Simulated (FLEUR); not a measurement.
The system is CoO.

```
Co O
1.0
     1.60222    0.92504    2.56647
    -1.60222    0.92504    2.56647
     0.00000   -1.85008    2.56647
Co O
1 1
Direct
  0.99898 0.99898 0.99898
  0.75102 0.75102 0.75102
```

Measurements of this composition are mostly on another form, of space group No. 225.

Base run:

```yaml
Program: FLEUR MaX-R8.1 (later development tree)
Functional: PBEsol
Potentials_or_basis: all-electron
Basis: FLAPW
Kmax: 5.24 1/bohr
k_mesh: 8 × 8 × 8
Occupations: fermi-dirac, width 0.05 eV
Spin: collinear spin, ferromagnetic start
Starting_moments: "[2.0, 0.0] μB"
Hubbard_terms: Co d U = 4 eV
```

Its results: band gap on the k mesh 0.23 eV, direct; net moment 3.00 μB per cell; site moments Co +2.58; O +0.20 μB.

Task: The run is repeated on the same cell with these changes: hubbard terms from Co d U = 4 eV to Co d U = 2 eV. What comes out?

Result: Band gap on the k mesh none (metal or under the smearing width); net moment 2.93 μB per cell; site moments Co +2.48; O +0.25 μB.

Caveats: a cell with one magnetic atom can't hold antiferromagnetic order, which such compounds often take.

A k mesh can miss the band edges.
